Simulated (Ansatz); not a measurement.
# Could AlNi exist in this structure?

Plane-wave DFT in Ansatz with scalar-relativistic PAW potentials. The crystal relaxes under PBE to P4/mmm with a = 2.889 Å, c = 2.901 Å, 12.11 Å³/atom. No spin polarisation. Whether it is the stable form of this composition wasn't checked.

```
Al Ni
1.0
     2.04281   -2.04281    0.00000
     2.04281    2.04281    0.00000
     0.00000    0.00000    2.90114
Al Ni
1 1
Direct
  0.00000 0.00000 0.00000
  0.50000 0.50000 0.50000
```

Question: Test it against the elements, against displacements at the zone centre and against strain.

Answer:
- Energy over the elements: -0.653 eV/atom (PBE, standard states in the same functional, gases uncorrected)
- Optical modes at Γ: all 3 real, at 307 cm⁻¹ (LDA, no gap at this level, so no LO-TO term)
- Least eigenvalue of the elastic tensor: 41 GPa (LDA, smearing 0.15 eV on a cell relaxed with it; where the run has no gap this value hangs on mesh and smearing)

It passes all three tests. So it is a local minimum against everything tried and bound against the elements. Modes at other wave vectors, other structures and decomposition into other compounds weren't tested here. The modes and the tensor belong to cells relaxed at their own level (11.37 Å³/atom for the tensor), not to the cell shown; modes and shear constants soften as a cell grows, so the larger cell shown may fail a test that the smaller one passes.